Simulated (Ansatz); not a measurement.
# ZrO2 (Cubic zirconia): the cost of one run

Method: reference: DFT, HSE06, plane waves, PAW, in Ansatz 0.2.0.

The COD entry's cell or inner coordinates are ideal or old and differ from later refinements, so a difference from it is no clean test against experiment.

1 further run of the same task is left out (it didn't finish). Runs told in other sessions of the task aren't counted.

### Step 1. The system as given

The structure is cubic, space group Fm-3m (No. 225). Conventional cell: a = 5.089 Å, b = 5.089 Å, c = 5.089 Å, α = 90.00°, β = 90.00°, γ = 90.00°. Zr (site symmetry m-3m) has 8 O at 2.20 Å in its first shell of neighbours. O (site symmetry -43m) is surrounded by 4 Zr at 2.20 Å.

As a file:

```xyz
3
Lattice="0.0000 2.5447 2.5447 2.5447 0.0000 2.5447 2.5447 2.5447 0.0000" Properties=species:S:1:pos:R:3 pbc="T T T"
Zr    0.0000    0.0000    0.0000
O     1.2724    1.2724    1.2724
O     3.8171    3.8171    3.8171
```

### Step 2. Reference

input.yaml

```yaml
crystal:
  lattice:
    - [0.0, 2.5447136188, 2.5447136188]
    - [2.5447136188, 0.0, 2.5447136188]
    - [2.5447136188, 2.5447136188, 0.0]
  atoms:
    - { symbol: Zr, position: [0.0, 0.0, 0.0] }
    - { symbol: O, position: [0.25, 0.25, 0.25] }
    - { symbol: O, position: [0.75, 0.75, 0.75] }
kpoints:
  mp_grid: { grid: [4, 4, 4] }
hamiltonian:
  xc: hse06
scf:
  occupations: { method: fixed }
  n_extra_bands: 4
output:
  forces: true
  stress: true
  eigenvalues: true
  write_density: true
  write_potential: true
  elf: true
  volumetric_format: npy
```

Started as:

```bash
ansatz run input.yaml --threads 4 --pin off --max-ram 3686MiB --backend cpu --events-out ev --progress --plain --runs-dir out
```

Q: Estimate wall time and peak memory on 4 threads of Arm Neoverse N1, shared host.

About 7.6 s, with a peak of 0.54 GiB.
